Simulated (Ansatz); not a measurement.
# Niobium, bcc under RPBE: structure, energy and stiffness, part 1 of 2

What does RPBE give for niobium in the bcc structure? We relax it, solve it on a dense k-mesh, switch on spin-orbit coupling, then scale the cell to 7 volumes from 88 to 112 % of the relaxed one and try a fit of the equation of state. The start is ferromagnetic. The k-meshes are 13×13×13 for the relaxation; 22×22×22 for the dense run; 13×13×13 for spin-orbit coupling; 22×22×22 for the volumes. The starting cell is the deposited one, from the Crystallography Open Database.

Computed with Ansatz 0.2.0 (DFT RPBE, plane waves (420 eV) with PAW, scalar-relativistic; PAW files made under PBE, frozen cores solved again for the functional, unless a step says otherwise).

## (1) The starting structure

Symmetry: Im-3m, No. 229, cubic system. The conventional cell has a = 3.300 Å, b = 3.300 Å, c = 3.300 Å, α = 90.00°, β = 90.00°, γ = 90.00°. Around Nb (site symmetry m-3m) lie 8 Nb at 2.86 Å.

Structure file:

```
Nb
1.0
    -1.65020    1.65020    1.65020
     1.65020   -1.65020    1.65020
     1.65020    1.65020   -1.65020
Nb
1
Direct
  0.00000 0.00000 0.00000
```

The atoms start with moments of +1 μB.

## (2) Relaxing cell and atoms

Input file input.yaml:

```yaml
crystal:
  lattice:
    - [-1.6502, 1.6502, 1.6502]
    - [1.6502, -1.6502, 1.6502]
    - [1.6502, 1.6502, -1.6502]
  atoms:
    - { symbol: Nb, position: [0.0, 0.0, 0.0], spin: 1.0 }
hamiltonian:
  xc: rpbe
  pseudopotentials:
    kind: paw
    azcp:
      Nb: "pseudopotentials/Nb.paw.azcp"
basis:
  ecutwfc: 420
  fft_grid_basis: typed
kpoints:
  mp_grid: { grid: [13, 13, 13], shift: [0, 0, 0] }
magnetization:
  spin_polarized: true
scf:
  occupations: { method: fermi_dirac, width: 0.05 }
relax:
  max_steps: 60
  f_tol: 0.01
  cell: {}
```

Standard output:

```text
Warning: RAYON_NUM_THREADS=4 ignored (pool sized by the plan → 4); use --threads N
Engine: ansatz 0.2.0, aarch64-unknown-linux-gnu
Pseudopotentials: kind: paw
Pseudopotential: Nb, paw, valence charge 13, recommended cutoff 420 eV (normal), <dir>
Functional definition: RPBE
  parameter kappa = 0.804
  parameter beta = 0.06672455060314922
  exchange = rpbe_x(kappa = kappa, mu = beta*pi^2/3)
  correlation = pbe_c(beta = beta)
Crystal: 1 atoms, lattice volume = 17.975 Å³
Basis set: ecut = 420 eV, 369 PW (Γ), exchange–correlation on 40×40×40 points (8 copies of the dense FFT grid, shifted against one another)
Bands: 11, of which v1, the nominal top of the filled ones, is band 7 counted from 1 (6 counted from 0)
Symmetry: 48 space group operations
Space group: Im-3m (ITA 229), of the structure as read, at distance tolerance 2.6e-5 Å
Magnetic group: BNS 229.140 (UNI 1642), of the structure as read, at distance tolerance 2.6e-5 Å
k-points: 84 of 2197
Non-local potential: Nb, projectors of the file, l = 0: 3, l = 1: 2, l = 2: 2, l = 3: 1
PAW form: soft (Blöchl's): semilocal exchange-correlation on the pseudo side does not see the compensation charge
PAW frozen core: Nb, regenerated for the run's functional, and the local potential with it (the file was generated under x = pbe(κ = 0.804, μ = 0.2195149727645171), c = pbe(β = 0.06672455060314922))
PAW one-centre angular grid: Nb, 590 points (default); XC on 64 Gauss nodes
Initial density: superposition of atomic densities (chi_scale 0.1, normalization cell)
Starting moments: Σ|m| = 1 μB on 1 of 1 site
Initial wavefunctions: pseudopotential atomic-orbital guess
Functional: x = rpbe, c = pbe(β = 0.06672455060314922)
SCF iter   1: F=—  HF=-4559.452179 eV  |F-HF|=—  |Δ(HF+E_count)|=         —  Δρ=5.01e-2 (↑5.01e-2 ↓2.72e-2)  dr2=1.08e0  dr2_m=4.80e-2  M=0.574 μB ∫|m|=0.574 μB  β_m=0.30  ethr=3.10e-3  ⟨swp⟩=5.0  Hψ=10495  notcnv=0
Mixer restart at iter 1: flushing history
preconditioner: auto → none  [metal: Δε(μ)=0.008 eV  Ē_g=7.936 eV  σ=0.050 eV  W_gap=0.04  n_scr=0 (ndim 8)  ℏωp=19.6 eV  f_vac=0.000  D(μ)=1.20/eV (n_scr^D=12)]
SCF iter   2: F=—  HF=-4559.158303 eV  |F-HF|=—  |Δ(HF+E_count)|=   2.94e-1  Δρ=3.08e-2 (↑3.08e-2 ↓1.63e-2)  dr2=2.92e-1  dr2_m=2.93e-2  M=0.518 μB ∫|m|=0.518 μB  β_m=0.46  ethr=3.10e-3  ⟨swp⟩=2.9  Hψ=4672  notcnv=0  defer=22
SCF iter   3: F=—  HF=-4559.176300 eV  |F-HF|=—  |Δ(HF+E_count)|=         —  Δρ=1.51e-2 (↑1.51e-2 ↓1.51e-2)  dr2=8.18e-3  dr2_m=3.23e-2  M=0.193 μB ∫|m|=0.193 μB  β_m=0.46  ethr=2.25e-3  ⟨swp⟩=2.5  Hψ=3461  notcnv=0  defer=22
Mixer restart at iter 3: flushing history
SCF iter   4: F=—  HF=-4559.179291 eV  |F-HF|=—  |Δ(HF+E_count)|=   2.99e-3  Δρ=9.97e-3 (↑9.97e-3 ↓9.83e-3)  dr2=2.01e-3  dr2_m=1.49e-2  M=0.126 μB ∫|m|=0.126 μB  β_m=0.73  ethr=6.29e-5  ⟨swp⟩=2.0  Hψ=2771  notcnv=0  defer=22
SCF iter   5: F=—  HF=-4559.184665 eV  |F-HF|=—  |Δ(HF+E_count)|=   5.37e-3  Δρ=9.85e-4 (↑9.85e-4 ↓8.21e-4)  dr2=1.74e-4  dr2_m=1.01e-4  M=0.016 μB ∫|m|=0.017 μB  β_m=0.74  ethr=1.55e-5  ⟨swp⟩=2.1  Hψ=3504  notcnv=0  defer=22
SCF iter   6: F=—  HF=-4559.184762 eV  |F-HF|=—  |Δ(HF+E_count)|=   9.69e-5  Δρ=4.39e-4 (↑4.39e-4 ↓3.96e-4)  dr2=2.00e-5  dr2_m=2.18e-5  M=0.007 μB ∫|m|=0.008 μB  β_m=0.76  ethr=1.34e-6  ⟨swp⟩=2.0  Hψ=2829  notcnv=0  defer=22
SCF iter   7: F=—  HF=-4559.184803 eV  |F-HF|=—  |Δ(HF+E_count)|=   4.11e-5  Δρ=1.92e-4 (↑1.92e-4 ↓1.65e-4)  dr2=6.31e-7  dr2_m=5.06e-6  M=0.003 μB ∫|m|=0.003 μB  β_m=0.88  ethr=1.54e-7  ⟨swp⟩=2.1  Hψ=2849  notcnv=0  defer=22
SCF iter   8: F=—  HF=-4559.184813 eV  |F-HF|=—  |Δ(HF+E_count)|=   9.67e-6  Δρ=1.64e-5 (↑1.64e-5 ↓1.28e-5)  dr2=5.39e-9  dr2_m=3.27e-8  M=0.000 μB ∫|m|=0.000 μB  β_m=0.94  ethr=4.85e-9  ⟨swp⟩=2.0  Hψ=2978  notcnv=0  defer=22
SCF iter   9: F=—  HF=-4559.184813 eV  |F-HF|=—  |Δ(HF+E_count)|=   8.08e-8  Δρ=1.59e-6 (↑1.51e-6 ↓1.59e-6)  dr2=2.40e-12  dr2_m=3.95e-10  M=0.000 μB ∫|m|=0.000 μB  β_m=0.97  ethr=4.15e-11  ⟨swp⟩=2.5  Hψ=3200  notcnv=0  defer=22
SCF iter  10: F=—  HF=-4559.184813 eV  |F-HF|=—  |Δ(HF+E_count)|=  8.76e-10  Δρ=2.22e-7 (↑2.22e-7 ↓1.92e-7)  dr2=8.28e-13  dr2_m=6.81e-12  M=-0.000 μB ∫|m|=0.000 μB  β_m=0.98  ethr=1.00e-12  ⟨swp⟩=2.0  Hψ=2978  notcnv=0  defer=22
SCF iter  11: F=-4559.184813 eV  HF=-4559.184813 eV  |F-HF|=9.09e-13  |Δ(HF+E_count)|=  2.18e-11  Δρ=3.06e-8 (↑2.34e-8 ↓3.06e-8)  dr2=8.09e-14  dr2_m=9.21e-14  M=-0.000 μB ∫|m|=0.000 μB  ethr=1.00e-12  ⟨swp⟩=1.0  Hψ=4443  notcnv=0
WARN: the starting moments were not kept: the SCF closed with an absolute magnetisation of 4.0e-7 μB, where they sum to 1 μB in size (1 site). That is at most 0.1 of that sum. Measured as dr2_m measures the in/out step, that magnetisation stands 2.2e-14 eV from none, at or under the dr2_threshold of 1.0e-7 eV: it is no larger than a step whose dr2_m would equal this threshold. The system may hold no moment; this SCF shows only that its start led to no more than that. To try another start: raise the starting moments (crystal.atoms[].spin, magnetization.per_species, magnetization.initial_magnetization, or on a non-collinear deck that types none of these the spinor_matrix: blocks that start its atoms; where the total moment is fixed, keep their sum and leave initial_magnetization as it is; typed ones take the place of any that the run laid by itself, positive ones on a crystal's lanthanoids without a Hubbard term where scf.initial_density.shell_occupations: [] is typed) or, if the notice of its spin-set hold's release reads "site moments contracting" or "site moments show no strong build", lengthen the hold (scf.mixing.spin_hold: { on: { confirm: 4 } }; for m-r²SCAN on two components see the key's manual first). Each may lead to a state that holds a moment. A second SCF, from the converged charge density, with the starting moments and any scf.initial_density.shell_occupations laid on it anew, would have followed, and was not run: the deck does not ask for one (magnetization.retry_lost_moments is false, the default). To let it run, set magnetization.retry_lost_moments: true and run the deck again, where that key's refused combinations let it; where memory then withholds it, that run's warning says so.
SCF 1 converged in 11 iterations: F = -4559.184813 eV  dr2 = 8.09e-14
relax step   1: F+E_penalty+E_count = -4559.18481283 eV  Δ(F+E_penalty+E_count) = +0.000e0 eV  max|allowed force component| = 0.000e0 eV/Å  Δτ_max = 0.0000 Å  P = +3.948 GPa  Ω = 17.975 Å³  (11 SCF iters, dr2 threshold 1.00e-7 eV, accepted)
Crystal: 1 atoms, lattice volume = 19.403 Å³
Basis set: ecut = 420 eV, 381 PW (Γ), exchange–correlation on 40×40×40 points (8 copies of the dense FFT grid, shifted against one another)
Initial density: handed on by an earlier stage of this run
Starting moments: Σ|m| = 1 μB on 1 of 1 site; this step starts from the density that it was given
Initial wavefunctions: those handed on with the density
iter 1 solved again at ethr=7.57e-6 eV; its pass at ethr=3.10e-3 eV (dr2=9.84e-4 eV) is discarded
SCF iter   1: F=—  HF=-4559.152422 eV  |F-HF|=—  |Δ(HF+E_count)|=         —  Δρ=2.63e-3 (↑2.63e-3 ↓1.57e-3)  dr2=1.06e-3  dr2_m=4.04e-4  M=-0.044 μB ∫|m|=0.044 μB  β_m=0.30  ethr=7.57e-6  ⟨swp⟩=1.0  Hψ=13714  notcnv=0
preconditioner: auto → none  [metal: Δε(μ)=0.009 eV  Ē_g=7.042 eV  σ=0.050 eV  W_gap=0.04  n_scr=0 (ndim 8)  ℏωp=18.8 eV  f_vac=0.000  D(μ)=1.48/eV (n_scr^D=12)]
SCF iter   2: F=—  HF=-4559.156745 eV  |F-HF|=—  |Δ(HF+E_count)|=   4.32e-3  Δρ=1.90e-3 (↑1.90e-3 ↓1.36e-3)  dr2=3.67e-4  dr2_m=3.00e-4  M=-0.036 μB ∫|m|=0.036 μB  β_m=0.57  ethr=7.57e-6  ⟨swp⟩=1.0  Hψ=1848  notcnv=0
SCF iter   3: F=—  HF=-4559.163615 eV  |F-HF|=—  |Δ(HF+E_count)|=   6.87e-3  Δρ=8.32e-4 (↑6.01e-4 ↓8.32e-4)  dr2=2.50e-5  dr2_m=8.34e-5  M=-0.015 μB ∫|m|=0.015 μB  β_m=0.78  ethr=2.82e-6  ⟨swp⟩=2.2  Hψ=2524  notcnv=0
SCF iter   4: F=—  HF=-4559.164165 eV  |F-HF|=—  |Δ(HF+E_count)|=   5.51e-4  Δρ=3.19e-4 (↑2.31e-4 ↓3.19e-4)  dr2=7.46e-6  dr2_m=1.24e-5  M=-0.006 μB ∫|m|=0.006 μB  β_m=0.89  ethr=1.92e-7  ⟨swp⟩=2.1  Hψ=2642  notcnv=0
SCF iter   5: F=—  HF=-4559.164190 eV  |F-HF|=—  |Δ(HF+E_count)|=   2.49e-5  Δρ=4.88e-5 (↑4.88e-5 ↓4.25e-5)  dr2=6.74e-7  dr2_m=2.28e-7  M=-0.001 μB ∫|m|=0.001 μB  β_m=0.95  ethr=5.74e-8  ⟨swp⟩=2.4  Hψ=2902  notcnv=0
SCF iter   6: F=—  HF=-4559.164192 eV  |F-HF|=—  |Δ(HF+E_count)|=   1.87e-6  Δρ=6.07e-6 (↑5.17e-6 ↓6.07e-6)  dr2=8.53e-9  dr2_m=3.66e-9  M=-0.000 μB ∫|m|=0.000 μB  β_m=0.97  ethr=5.19e-9  ⟨swp⟩=2.0  Hψ=2794  notcnv=0
iter 7 did not close the SCF: its close was put off for a magnetic moment that had not settled (scf_convergence_deferred on its scf_iter line)
SCF iter   7: F=-4559.164192 eV  HF=-4559.164192 eV  |F-HF|=1.93e-10  |Δ(HF+E_count)|=   1.06e-8  Δρ=1.74e-6 (↑1.49e-6 ↓1.74e-6)  dr2=5.88e-10  dr2_m=3.57e-10  M=-0.000 μB ∫|m|=0.000 μB  β_m=0.99  ethr=6.56e-11  ⟨swp⟩=1.1  Hψ=5476  notcnv=0
SCF iter   8: F=-4559.164192 eV  HF=-4559.164192 eV  |F-HF|=0.00e0  |Δ(HF+E_count)|=   1.06e-9  Δρ=1.13e-7 (↑1.12e-7 ↓1.13e-7)  dr2=7.12e-12  dr2_m=9.60e-13  M=-0.000 μB ∫|m|=0.000 μB  ethr=4.52e-12  ⟨swp⟩=1.0  Hψ=5292  notcnv=0
the starting moments were not kept: the SCF closed with an absolute magnetisation of 2.6e-6 μB, where they sum to 1 μB in size (1 site). That is at most 0.1 of that sum. Measured as dr2_m measures the in/out step, that magnetisation stands 9.9e-13 eV from none, at or under the dr2_threshold of 1.0e-7 eV: it is no larger than a step whose dr2_m would equal this threshold.
SCF 2 converged in 8 iterations: F = -4559.164192 eV  dr2 = 7.12e-12
relax step   2: F+E_penalty+E_count = -4559.16419225 eV  Δ(F+E_penalty+E_count) = +2.062e-2 eV  max|allowed force component| = 0.000e0 eV/Å  Δτ_max = 0.0000 Å  P = -7.745 GPa  Ω = 19.403 Å³  energy of the carried Pulay correction = -3.156e-4 eV  (8 SCF iters, dr2 threshold 1.00e-7 eV, rejected (line search))
Crystal: 1 atoms, lattice volume = 18.433 Å³
iter 1 solved again at ethr=3.49e-6 eV; its pass at ethr=3.10e-3 eV (dr2=4.54e-4 eV) is discarded
SCF iter   1: F=—  HF=-4559.184662 eV  |F-HF|=—  |Δ(HF+E_count)|=         —  Δρ=1.87e-3 (↑1.87e-3 ↓1.18e-3)  dr2=4.37e-4  dr2_m=2.26e-4  M=0.023 μB ∫|m|=0.023 μB  β_m=0.30  ethr=3.49e-6  ⟨swp⟩=1.7  Hψ=13494  notcnv=0
preconditioner: auto → none  [metal: Δε(μ)=0.050 eV  Ē_g=7.446 eV  σ=0.050 eV  W_gap=0.25  n_scr=0 (ndim 8)  ℏωp=19.3 eV  f_vac=0.000  D(μ)=1.25/eV (n_scr^D=12)]
SCF iter   2: F=—  HF=-4559.186587 eV  |F-HF|=—  |Δ(HF+E_count)|=   1.93e-3  Δρ=1.34e-3 (↑1.34e-3 ↓1.00e-3)  dr2=1.54e-4  dr2_m=1.55e-4  M=0.018 μB ∫|m|=0.018 μB  β_m=0.59  ethr=3.36e-6  ⟨swp⟩=1.0  Hψ=1848  notcnv=0
SCF iter   3: F=—  HF=-4559.189606 eV  |F-HF|=—  |Δ(HF+E_count)|=   3.02e-3  Δρ=4.84e-4 (↑3.45e-4 ↓4.84e-4)  dr2=8.33e-6  dr2_m=2.61e-5  M=0.006 μB ∫|m|=0.006 μB  β_m=0.76  ethr=1.19e-6  ⟨swp⟩=2.2  Hψ=2564  notcnv=0
SCF iter   4: F=—  HF=-4559.189777 eV  |F-HF|=—  |Δ(HF+E_count)|=   1.70e-4  Δρ=1.62e-4 (↑1.15e-4 ↓1.62e-4)  dr2=1.79e-6  dr2_m=2.96e-6  M=0.002 μB ∫|m|=0.002 μB  β_m=0.87  ethr=6.41e-8  ⟨swp⟩=2.2  Hψ=2643  notcnv=0
SCF iter   5: F=—  HF=-4559.189784 eV  |F-HF|=—  |Δ(HF+E_count)|=   7.21e-6  Δρ=2.01e-5 (↑2.01e-5 ↓1.81e-5)  dr2=1.00e-7  dr2_m=3.67e-8  M=0.000 μB ∫|m|=0.000 μB  β_m=0.93  ethr=1.38e-8  ⟨swp⟩=2.4  Hψ=2897  notcnv=0
SCF iter   6: F=—  HF=-4559.189784 eV  |F-HF|=—  |Δ(HF+E_count)|=   3.44e-7  Δρ=3.32e-6 (↑2.19e-6 ↓3.32e-6)  dr2=2.09e-9  dr2_m=8.57e-10  M=0.000 μB ∫|m|=0.000 μB  β_m=0.97  ethr=7.71e-10  ⟨swp⟩=2.0  Hψ=2781  notcnv=0
SCF iter   7: F=—  HF=-4559.189784 eV  |F-HF|=—  |Δ(HF+E_count)|=  9.45e-10  Δρ=6.93e-7 (↑5.20e-7 ↓6.93e-7)  dr2=4.11e-11  dr2_m=5.52e-11  M=0.000 μB ∫|m|=0.000 μB  β_m=0.98  ethr=1.61e-11  ⟨swp⟩=2.0  Hψ=2934  notcnv=0
SCF iter   8: F=—  HF=-4559.189784 eV  |F-HF|=—  |Δ(HF+E_count)|=  6.09e-11  Δρ=4.50e-8 (↑1.66e-8 ↓4.50e-8)  dr2=4.68e-13  dr2_m=1.02e-13  M=-0.000 μB ∫|m|=0.000 μB  β_m=0.99  ethr=1.00e-12  ⟨swp⟩=2.3  Hψ=2796  notcnv=0
SCF iter   9: F=-4559.189784 eV  HF=-4559.189784 eV  |F-HF|=1.82e-12  |Δ(HF+E_count)|=  9.09e-13  Δρ=4.65e-9 (↑4.65e-9 ↓4.01e-9)  dr2=2.33e-16  dr2_m=3.04e-15  M=-0.000 μB ∫|m|=0.000 μB  ethr=1.00e-12  ⟨swp⟩=3.0  Hψ=6119  notcnv=0
the starting moments were not kept: the SCF closed with an absolute magnetisation of 5.7e-8 μB, where they sum to 1 μB in size (1 site). That is at most 0.1 of that sum. Measured as dr2_m measures the in/out step, that magnetisation stands 5.6e-16 eV from none, at or under the dr2_threshold of 1.0e-11 eV: it is no larger than a step whose dr2_m would equal this threshold.
SCF 3 converged in 9 iterations: F = -4559.189784 eV  dr2 = 2.33e-16
relax step   3: F+E_penalty+E_count = -4559.18978424 eV  Δ(F+E_penalty+E_count) = -4.971e-3 eV  max|allowed force component| = 0.000e0 eV/Å  Δτ_max = 0.0000 Å  P = -0.309 GPa  Ω = 18.433 Å³  energy of the carried Pulay correction = -1.039e-4 eV  (9 SCF iters, accepted)
[... 12 lines left out ...]
relax step   4: F+E_penalty+E_count = -4559.18982591 eV  Δ(F+E_penalty+E_count) = -4.167e-5 eV  max|allowed force component| = 0.000e0 eV/Å  Δτ_max = 0.0000 Å  P = -0.011 GPa  Ω = 18.399 Å³  energy of the carried Pulay correction = -9.628e-5 eV  (6 SCF iters, dr2 threshold 1.00e-7 eV, accepted)
Initial wavefunctions: pseudopotential atomic-orbital guess (no wavefunctions were taken with the density)
iter 1 solved again at ethr=2.43e-8 eV; its pass at ethr=3.10e-3 eV (dr2=3.17e-6 eV) is discarded
SCF iter   1: F=—  HF=-4559.189920 eV  |F-HF|=—  |Δ(HF+E_count)|=         —  Δρ=3.45e-5 (↑3.45e-5 ↓3.45e-5)  dr2=6.24e-8  dr2_m=4.95e-12  M=0.000 μB ∫|m|=0.000 μB  β_m=0.65  ethr=2.43e-8  ⟨swp⟩=3.1  Hψ=16194  notcnv=0
preconditioner: auto → none  [metal: Δε(μ)=0.045 eV  Ē_g=7.448 eV  σ=0.050 eV  W_gap=0.22  n_scr=0 (ndim 8)  ℏωp=19.4 eV  f_vac=0.000  D(μ)=1.20/eV (n_scr^D=12)]
SCF iter   2: F=—  HF=-4559.189922 eV  |F-HF|=—  |Δ(HF+E_count)|=   1.52e-6  Δρ=1.20e-5 (↑1.20e-5 ↓1.20e-5)  dr2=8.10e-9  dr2_m=1.77e-12  M=0.000 μB ∫|m|=0.000 μB  β_m=0.57  ethr=4.80e-10  ⟨swp⟩=2.9  Hψ=3233  notcnv=0
SCF iter   3: F=—  HF=-4559.189922 eV  |F-HF|=—  |Δ(HF+E_count)|=   1.71e-7  Δρ=3.09e-6 (↑3.09e-6 ↓3.09e-6)  dr2=4.56e-10  dr2_m=5.70e-13  M=0.000 μB ∫|m|=0.000 μB  β_m=0.63  ethr=6.23e-11  ⟨swp⟩=2.0  Hψ=2235  notcnv=0
SCF iter   4: F=—  HF=-4559.189922 eV  |F-HF|=—  |Δ(HF+E_count)|=   1.57e-8  Δρ=1.71e-7 (↑1.50e-7 ↓1.71e-7)  dr2=1.04e-11  dr2_m=1.42e-13  M=0.000 μB ∫|m|=0.000 μB  β_m=0.82  ethr=3.51e-12  ⟨swp⟩=2.9  Hψ=3010  notcnv=0
SCF iter   5: F=—  HF=-4559.189922 eV  |F-HF|=—  |Δ(HF+E_count)|=  1.18e-10  Δρ=3.67e-8 (↑3.44e-8 ↓3.67e-8)  dr2=5.62e-13  dr2_m=6.50e-15  M=0.000 μB ∫|m|=0.000 μB  β_m=0.91  ethr=1.00e-12  ⟨swp⟩=1.0  Hψ=1848  notcnv=0
SCF iter   6: F=-4559.189922 eV  HF=-4559.189922 eV  |F-HF|=9.09e-13  |Δ(HF+E_count)|=  8.19e-12  Δρ=1.32e-8 (↑1.26e-8 ↓1.32e-8)  dr2=7.80e-14  dr2_m=3.61e-16  M=0.000 μB ∫|m|=0.000 μB  ethr=1.00e-12  ⟨swp⟩=3.0  Hψ=6527  notcnv=0
the starting moments were not kept: the SCF closed with an absolute magnetisation of 4.0e-8 μB, where they sum to 1 μB in size (1 site). That is at most 0.1 of that sum. Measured as dr2_m measures the in/out step, that magnetisation stands 3.1e-16 eV from none, at or under the dr2_threshold of 1.0e-11 eV: it is no larger than a step whose dr2_m would equal this threshold.
SCF 5 converged in 6 iterations: F = -4559.189922 eV  dr2 = 7.80e-14
relax step   5: F+E_penalty+E_count = -4559.18992214 eV  Δ(F+E_penalty+E_count) = -9.623e-5 eV  max|allowed force component| = 0.000e0 eV/Å  Δτ_max = 0.0000 Å  P = -0.011 GPa  Ω = 18.399 Å³  stress off target by 1.15e-2 GPa  SCF on the basis re-selected at this cell (its energy is not comparable with the rows above)  (6 SCF iters)
basis re-selected at this cell: Δ(F+E_penalty+E_count) = -9.623e-5 eV, ΔP = -0.001 GPa vs the last step (what re-selecting the basis moved, of the pressure what is left beyond the Pulay correction that the steps carried, after the strain that the cell walked since its last selection, with what the two solves' SCF thresholds leave and, on support functions, any second-order correction that the steps lacked; it is no measure of the basis error at this ecutwfc). This SCF's stress stands 1.15e-2 GPa from its target on what of the cell is left free (relax.cell.stress_tol is 5.00e-2 GPa) and its largest allowed force component is 0.00e0 eV/Å (relax.f_tol is 1.00e-2 eV/Å): within both
SCF converged after 6 iterations
Magnetization: 0.0000 μB (6.5000 up, 6.5000 down)
Absolute magnetization: 0.0000 μB (∫|ρ↑−ρ↓|, with the PAW one-centre terms)
Spin contamination: 0.0000 ħ² per cell (⟨S²⟩ above its minimum at these occupations)
Per-site moments (μB) at R_I (Å): [(2.6061556931705632e-8, 1.1882200565526428)]
Free energy (F): -4559.189922 eV
Harris-Foulkes:  -4559.189922 eV  (|F-HF|=9.09e-13)
Internal energy: -4559.179327 eV  (E = F + TS)
E sigma→0 (E₀):  -4559.184624 eV
Entropy (-TS):   -0.010596 eV (-10.596 meV/atom)
Fermi energy:    17.433748 eV
--- Per-component energies (eV) ---
  E_band       = -72.166572
  E_kinetic    = 394.386363
  E_local      = -705.009934  (includes V_loc(G=0)·N_el)
  E_nonlocal   = 118.955268
  E_hartree    = 219.573503
  E_xc         = -175.710663
  E_vxc        = -212.846641  (∫ρ·V_xc dr)
  E_paw        = -3079.987335  (= ΣΔE_a)
  E_vpaw       = -106.798636  (= ΣTr[D̂ρ^β])
  E_aug_tail   = 0.000006  (compensation charges beyond the density's cutoff)
  E_ewald      = -1331.300607
  E_core_change = -0.085928  (= ΣΔE_core)
  E_smearing   = -0.010596  (= −TS)
  E_closure    = -0.000000  (closes the sum)
  Σ components = -4559.189922   (vs F -4559.189922, Δ=0.00e0)
--- Forces (eV/Å), atoms counted from 1 ---
  atom   1  Nb    -0.00000000     0.00000000     0.00000000
  max |Σ_I F_I| component: 1.27e-31 eV/Å
--- Stress (GPa, compression-positive) ---
       -0.011478       0.000000       0.000000
        0.000000      -0.011478      -0.000000
       -0.000000      -0.000000      -0.011478
  P = ⅓ Tr σ = -0.0115 GPa (-0.115 kbar)
--- Relaxed structure (4 steps of the walk, 3 accepted, 1 SCFs on fresh bases) ---
  F+E_penalty+E_count = -4559.18992214 eV   max|allowed force component| = 0.000e0 eV/Å   (the final SCF, on the basis selected at the relaxed cell)
  cell:  # Å, volume = 18.3991 Å³
    - [-1.6630767745628625, 1.6630767745628625, 1.6630767745628625]
    - [1.6630767745628625, -1.6630767745628625, 1.6630767745628625]
    - [1.6630767745628625, 1.6630767745628625, -1.6630767745628625]
  atoms:
    - { symbol: Nb, position: [0.0, 0.0, 0.0] }
```

Wall time 4 s (4 threads of an Arm CPU, shared host); peak memory 0.28 GiB.

The walk, from the log:

```tsv
step	energy change (meV/atom)	largest force (eV/Å)	pressure (GPa)	volume (Å³/atom)	accepted
1	0.00	0.0000	3.95	17.975	yes
2	20.62	0.0000	-7.75	19.403	no
3	-4.97	0.0000	-0.31	18.433	yes
4	-5.01	0.0000	-0.01	18.399	yes
5	-5.11	0.0000	-0.01	18.399	yes
```

Steps that repeat a cell are solved on a basis chosen anew, so their changes of energy are no gain of the relaxation.

Changes in the cell that was computed:

|  | before | after | change |
| --- | --- | --- | --- |
| a (Å) | 2.858 | 2.881 | +0.8 % |
| b (Å) | 2.858 | 2.881 | +0.8 % |
| c (Å) | 2.858 | 2.881 | +0.8 % |
| volume (Å³/atom) | 17.975 | 18.399 | +2.4 % |
| shortest distance (Å) | 2.858 | 2.881 | +0.8 % |
| space group (spins left aside) | Im-3m | Im-3m | same |

(Continued in part 2 of 2.)
